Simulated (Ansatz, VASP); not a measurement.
# SnO2 (rutile SnO2, size series): VASP beside Ansatz, part 2 of 3

Wanted: the spread between two codes on one cell, functional and k mesh. Of the first pair: The structure shown is the start of the Ansatz relaxation below; VASP solves that cell, so the two are compared at the walk's first step.

VASP 6.6.1 and Ansatz 0.2.0.

So far. Step 3 (VASP: single point, RPBE, start cell, pair 1): The run ends at a pressure of 12.94 GPa, with forces up to 0.28 eV/Å.

## 6. VASP: single point, RPBE, start cell, pair 2

Level of this step: RPBE; plane waves and PAW (Sn_d, O) (VASP).

The same cell, functional and mesh now go to VASP, with its own data sets.

INCAR

```
SYSTEM = SnO2
PREC = Accurate
ENCUT = 520
EDIFF = 1E-06
NELM = 120
ISMEAR = 0
SIGMA = 0.01
LREAL = Auto
ALGO = Normal
GGA = RP
NBANDS = 368
LORBIT = 11
LWAVE = .FALSE.
LCHARG = .FALSE.
ISIF = 2
LASPH = .TRUE.
GGA_COMPAT = .FALSE.
EFERMI = MIDGAP
NCORE = 2
```

POSCAR

```
SnO2
1.0
    9.6398900000      0.0000000000      0.0000000000
    0.0000000000      9.6398900000      0.0000000000
    0.0000000000      0.0000000000      9.6598500000
Sn O
24 48
Direct
    0.0000005186      0.9999976660      0.0000000000
    0.2500005186      0.2499976660      0.1666666667
    0.0000005186      0.9999976660      0.3333333333
    0.2500005186      0.2499976660      0.5000000000
    0.0000005186      0.9999976660      0.6666666667
    0.2500005186      0.2499976660      0.8333333333
    0.0000005186      0.4999976660      0.0000000000
    0.2500005186      0.7499976660      0.1666666667
    0.0000005186      0.4999976660      0.3333333333
    0.2500005186      0.7499976660      0.5000000000
    0.0000005186      0.4999976660      0.6666666667
    0.2500005186      0.7499976660      0.8333333333
    0.5000005186      0.9999976660      0.0000000000
    0.7500005186      0.2499976660      0.1666666667
    0.5000005186      0.9999976660      0.3333333333
    0.7500005186      0.2499976660      0.5000000000
    0.5000005186      0.9999976660      0.6666666667
    0.7500005186      0.2499976660      0.8333333333
    0.5000005186      0.4999976660      0.0000000000
    0.7500005186      0.7499976660      0.1666666667
    0.5000005186      0.4999976660      0.3333333333
    0.7500005186      0.7499976660      0.5000000000
    0.5000005186      0.4999976660      0.6666666667
    0.7500005186      0.7499976660      0.8333333333
    0.1535096614      0.1535068087      0.0000000000
    0.3464913759      0.3464885232      0.0000000000
    0.0964913759      0.4035068087      0.1666666667
    0.4035096614      0.0964885232      0.1666666667
    0.1535096614      0.1535068087      0.3333333333
    0.3464913759      0.3464885232      0.3333333333
    0.0964913759      0.4035068087      0.5000000000
    0.4035096614      0.0964885232      0.5000000000
    0.1535096614      0.1535068087      0.6666666667
    0.3464913759      0.3464885232      0.6666666667
    0.0964913759      0.4035068087      0.8333333333
    0.4035096614      0.0964885232      0.8333333333
    0.1535096614      0.6535068087      0.0000000000
    0.3464913759      0.8464885232      0.0000000000
    0.0964913759      0.9035068087      0.1666666667
    0.4035096614      0.5964885232      0.1666666667
    0.1535096614      0.6535068087      0.3333333333
    0.3464913759      0.8464885232      0.3333333333
    0.0964913759      0.9035068087      0.5000000000
    0.4035096614      0.5964885232      0.5000000000
    0.1535096614      0.6535068087      0.6666666667
    0.3464913759      0.8464885232      0.6666666667
    0.0964913759      0.9035068087      0.8333333333
    0.4035096614      0.5964885232      0.8333333333
    0.6535096614      0.1535068087      0.0000000000
    0.8464913759      0.3464885232      0.0000000000
    0.5964913759      0.4035068087      0.1666666667
    0.9035096614      0.0964885232      0.1666666667
    0.6535096614      0.1535068087      0.3333333333
    0.8464913759      0.3464885232      0.3333333333
    0.5964913759      0.4035068087      0.5000000000
    0.9035096614      0.0964885232      0.5000000000
    0.6535096614      0.1535068087      0.6666666667
    0.8464913759      0.3464885232      0.6666666667
    0.5964913759      0.4035068087      0.8333333333
    0.9035096614      0.0964885232      0.8333333333
    0.6535096614      0.6535068087      0.0000000000
    0.8464913759      0.8464885232      0.0000000000
    0.5964913759      0.9035068087      0.1666666667
    0.9035096614      0.5964885232      0.1666666667
    0.6535096614      0.6535068087      0.3333333333
    0.8464913759      0.8464885232      0.3333333333
    0.5964913759      0.9035068087      0.5000000000
    0.9035096614      0.5964885232      0.5000000000
    0.6535096614      0.6535068087      0.6666666667
    0.8464913759      0.8464885232      0.6666666667
    0.5964913759      0.9035068087      0.8333333333
    0.9035096614      0.5964885232      0.8333333333
```

KPOINTS

```
Automatic mesh
0
Gamma
1 1 1
0 0 0
```

Potentials, in the order of the species: Sn_d and O (PBE family, release 64).

The run is started by

```bash
> mpirun -np 8 vasp_gam
```

Numbers of over 12 decimals in the logs are rounded to 6 here.

Output:

```text
[banner, memory and clock lines left out]
running    8 mpi-ranks, on    1 nodes
[...]
[... a notice as in an earlier step ...]

 LDA part: xc-table for (Slater+PW92), standard interpolation
 POSCAR, INCAR and KPOINTS ok, starting setup
[...]
entering main loop
       N       E                     dE             d eps       ncg     rms          rms(c)
DAV:   1     0.177541609495E+05    0.17754E+05   -0.24678E+05   792   0.303E+03
DAV:   2     0.436914274935E+04   -0.13385E+05   -0.12823E+05   736   0.917E+02
DAV:   3     0.151849046773E+03   -0.42173E+04   -0.39555E+04   856   0.377E+02
DAV:   4    -0.458460509927E+03   -0.61031E+03   -0.59470E+03   840   0.156E+02
[...]
DAV:  15    -0.418215270905E+03   -0.16232E-05   -0.27396E-06   608   0.645E-03    0.397E-03
DAV:  16    -0.418215272143E+03   -0.12384E-05   -0.22684E-06   496   0.315E-03    0.146E-03
DAV:  17    -0.418215272917E+03   -0.77422E-06   -0.37362E-07   416   0.178E-03
   1 F= -.41821527E+03 E0= -.41821527E+03  d E =0.000000E+00
```

OUTCAR, selected parts (step 6):

```text
  Total       29.7563228     29.7563228     42.1336681      0.0000000      0.0000000      0.0000000
  in kB       53.1098781     53.1098781     75.2012939      0.0000000      0.0000000      0.0000000
  external PRESSURE =      60.4736834 kB  Pullay stress =       0.0000000 kB

 POSITION                                       TOTAL-FORCE (eV/Angst)
 -----------------------------------------------------------------------------------
      0.00000      9.63987      0.00000         0.000000      0.000000      0.000000
      2.40998      2.40995      1.60998         0.000000     -0.000000      0.000000
      0.00000      9.63987      3.21995         0.000000     -0.000000     -0.000000
      2.40998      2.40995      4.82993         0.000000      0.000000     -0.000000
      0.00000      9.63987      6.43990         0.000000     -0.000000      0.000000
      2.40998      2.40995      8.04987         0.000000     -0.000000      0.000000
      0.00000      4.81992      0.00000         0.000000     -0.000000     -0.000000
      2.40998      7.22990      1.60998         0.000000     -0.000000      0.000000
      0.00000      4.81992      3.21995         0.000000      0.000000      0.000000
      2.40998      7.22990      4.82993         0.000000      0.000000      0.000000
      0.00000      4.81992      6.43990         0.000000      0.000000      0.000000
      2.40998      7.22990      8.04987         0.000000     -0.000000     -0.000000
      4.81995      9.63987      0.00000         0.000000     -0.000000      0.000000
      7.22992      2.40995      1.60998         0.000000      0.000000     -0.000000
[...]
-----------------------------------------------------------------------------------
    total drift:                                0.429697      0.594941     -0.000000

  FREE ENERGIE OF THE ION-ELECTRON SYSTEM (eV)
  ---------------------------------------------------
  free  energy   TOTEN  =      -418.2152729174 eV

  energy  without entropy=     -418.2152729174  energy(sigma->0) =     -418.21527292

[... 3 further parts left out ...]
[key lines of the parts left out:]
E-fermi :   6.2248
```

The run ends at a pressure of 6.05 GPa, with forces up to 0.15 eV/Å.

## 7. Differences

Forces on 7 of the 72 atoms, those with the largest forces and the largest differences (eV/Å; atoms numbered as in POSCAR):

| atom | Ansatz x, y, z | VASP x, y, z |
| --- | --- | --- |
| O25 | -0.084, -0.084, 0.000 | -0.105, -0.105, 0.000 |
| O26 | 0.084, 0.084, 0.000 | 0.105, 0.105, 0.000 |
| O27 | 0.084, -0.084, 0.000 | 0.105, -0.105, 0.000 |
| O28 | -0.084, 0.084, 0.000 | -0.105, 0.105, 0.000 |
| O29 | -0.084, -0.084, 0.000 | -0.105, -0.105, 0.000 |
| O30 | 0.084, 0.084, 0.000 | 0.105, 0.105, 0.000 |
| O31 | 0.084, -0.084, 0.000 | 0.105, -0.105, 0.000 |

The forces differ by 14 meV/Å r.m.s., which is 19.8 % of the r.m.s. force of 0.070 eV/Å (both taken over all components).

## 8. VASP: single point, RPBE, pair 3

With cell and atoms fixed, the geometry can't cause a difference; cores, projectors, grids and the points listed under the comparison can. The cell compared in this pair holds 857.89 Å³, against 897.67 Å³ for the pair before.

INCAR is that of step 6.

POSCAR

```
SnO2
1.0
    9.4740000000      0.0000000000      0.0000000000
    0.0000000000      9.4740000000      0.0000000000
    0.0000000000      0.0000000000      9.5580000000
Sn O
24 48
Direct
    0.0000000000      0.0000000000      0.0000000000
    0.2500000000      0.2500000000      0.1666666667
    0.0000000000      0.0000000000      0.3333333333
    0.2500000000      0.2500000000      0.5000000000
    0.0000000000      0.0000000000      0.6666666667
    0.2500000000      0.2500000000      0.8333333333
    0.0000000000      0.5000000000      0.0000000000
    0.2500000000      0.7500000000      0.1666666667
    0.0000000000      0.5000000000      0.3333333333
    0.2500000000      0.7500000000      0.5000000000
    0.0000000000      0.5000000000      0.6666666667
    0.2500000000      0.7500000000      0.8333333333
    0.5000000000      0.0000000000      0.0000000000
    0.7500000000      0.2500000000      0.1666666667
    0.5000000000      0.0000000000      0.3333333333
    0.7500000000      0.2500000000      0.5000000000
    0.5000000000      0.0000000000      0.6666666667
    0.7500000000      0.2500000000      0.8333333333
    0.5000000000      0.5000000000      0.0000000000
    0.7500000000      0.7500000000      0.1666666667
    0.5000000000      0.5000000000      0.3333333333
    0.7500000000      0.7500000000      0.5000000000
    0.5000000000      0.5000000000      0.6666666667
    0.7500000000      0.7500000000      0.8333333333
    0.1535000000      0.1535000000      0.0000000000
    0.3465000000      0.3465000000      0.0000000000
    0.0965000000      0.4035000000      0.1666666667
    0.4035000000      0.0965000000      0.1666666667
    0.1535000000      0.1535000000      0.3333333333
    0.3465000000      0.3465000000      0.3333333333
    0.0965000000      0.4035000000      0.5000000000
    0.4035000000      0.0965000000      0.5000000000
    0.1535000000      0.1535000000      0.6666666667
    0.3465000000      0.3465000000      0.6666666667
    0.0965000000      0.4035000000      0.8333333333
    0.4035000000      0.0965000000      0.8333333333
    0.1535000000      0.6535000000      0.0000000000
    0.3465000000      0.8465000000      0.0000000000
    0.0965000000      0.9035000000      0.1666666667
    0.4035000000      0.5965000000      0.1666666667
    0.1535000000      0.6535000000      0.3333333333
    0.3465000000      0.8465000000      0.3333333333
    0.0965000000      0.9035000000      0.5000000000
    0.4035000000      0.5965000000      0.5000000000
    0.1535000000      0.6535000000      0.6666666667
    0.3465000000      0.8465000000      0.6666666667
    0.0965000000      0.9035000000      0.8333333333
    0.4035000000      0.5965000000      0.8333333333
    0.6535000000      0.1535000000      0.0000000000
    0.8465000000      0.3465000000      0.0000000000
    0.5965000000      0.4035000000      0.1666666667
    0.9035000000      0.0965000000      0.1666666667
    0.6535000000      0.1535000000      0.3333333333
    0.8465000000      0.3465000000      0.3333333333
    0.5965000000      0.4035000000      0.5000000000
    0.9035000000      0.0965000000      0.5000000000
    0.6535000000      0.1535000000      0.6666666667
    0.8465000000      0.3465000000      0.6666666667
    0.5965000000      0.4035000000      0.8333333333
    0.9035000000      0.0965000000      0.8333333333
    0.6535000000      0.6535000000      0.0000000000
    0.8465000000      0.8465000000      0.0000000000
    0.5965000000      0.9035000000      0.1666666667
    0.9035000000      0.5965000000      0.1666666667
    0.6535000000      0.6535000000      0.3333333333
    0.8465000000      0.8465000000      0.3333333333
    0.5965000000      0.9035000000      0.5000000000
    0.9035000000      0.5965000000      0.5000000000
    0.6535000000      0.6535000000      0.6666666667
    0.8465000000      0.8465000000      0.6666666667
    0.5965000000      0.9035000000      0.8333333333
    0.9035000000      0.5965000000      0.8333333333
```

KPOINTS is that of step 6.

The run is started by

```bash
> mpirun -np 8 vasp_gam
```

Output:

```text
[... set-up lines as in an earlier step ...]
 entering main loop
       N       E                     dE             d eps       ncg     rms          rms(c)
DAV:   1     0.177289356573E+05    0.17729E+05   -0.24966E+05   824   0.307E+03
DAV:   2     0.443444402818E+04   -0.13294E+05   -0.12698E+05   736   0.923E+02
DAV:   3     0.185610302277E+03   -0.42488E+04   -0.39685E+04   824   0.382E+02
DAV:   4    -0.453558687176E+03   -0.63917E+03   -0.62159E+03   832   0.160E+02
[...]
DAV:  13    -0.415561391147E+03    0.17796E-04   -0.47626E-04  1016   0.109E-01    0.179E-02
DAV:  14    -0.415561392379E+03   -0.12320E-05   -0.11272E-04   944   0.314E-02    0.105E-02
DAV:  15    -0.415561391725E+03    0.65347E-06   -0.60667E-06   840   0.635E-03
   1 F= -.41556139E+03 E0= -.41556139E+03  d E =0.000000E+00
```

OUTCAR, selected parts (step 8):

```text
 POSITION                                       TOTAL-FORCE (eV/Angst)
 -----------------------------------------------------------------------------------
      0.00000      0.00000      0.00000        -0.000000      0.000000     -0.000000
      2.36850      2.36850      1.59300        -0.000000      0.000000     -0.000000
      0.00000      0.00000      3.18600        -0.000000      0.000000      0.000000
      2.36850      2.36850      4.77900        -0.000000      0.000000      0.000000
      0.00000      0.00000      6.37200        -0.000000      0.000000     -0.000000
      2.36850      2.36850      7.96500        -0.000000      0.000000     -0.000000
      0.00000      4.73700      0.00000        -0.000000      0.000000      0.000000
      2.36850      7.10550      1.59300        -0.000000      0.000000      0.000000
      0.00000      4.73700      3.18600        -0.000000      0.000000      0.000000
      2.36850      7.10550      4.77900        -0.000000      0.000000      0.000000
      0.00000      4.73700      6.37200        -0.000000      0.000000      0.000000
      2.36850      7.10550      7.96500        -0.000000      0.000000      0.000000
      4.73700      0.00000      0.00000        -0.000000      0.000000     -0.000000
      7.10550      2.36850      1.59300        -0.000000      0.000000     -0.000000
[...]
-----------------------------------------------------------------------------------
    total drift:                                0.000000     -0.000000      0.000000

  FREE ENERGIE OF THE ION-ELECTRON SYSTEM (eV)
  ---------------------------------------------------
  free  energy   TOTEN  =      -415.5613917254 eV

  energy  without entropy=     -415.5613917254  energy(sigma->0) =     -415.56139173
```

The run ends at a pressure of 15.82 GPa, with forces up to 0.30 eV/Å.

(Part 2 of 3 ends here.)

[Lines on the potential files, build, host, timing and source positions are cut from VASP's logs without a mark.]

[Logs are printed without paths, hosts, clocks, repeated set-up lines and the standing remarks that a program may print on its own settings, such as how far it seeks lower states.]

[Hosts, paths, dates, database ids (printed as entryN), source tags and the programs' standing remarks are cut or masked in the printed files.]
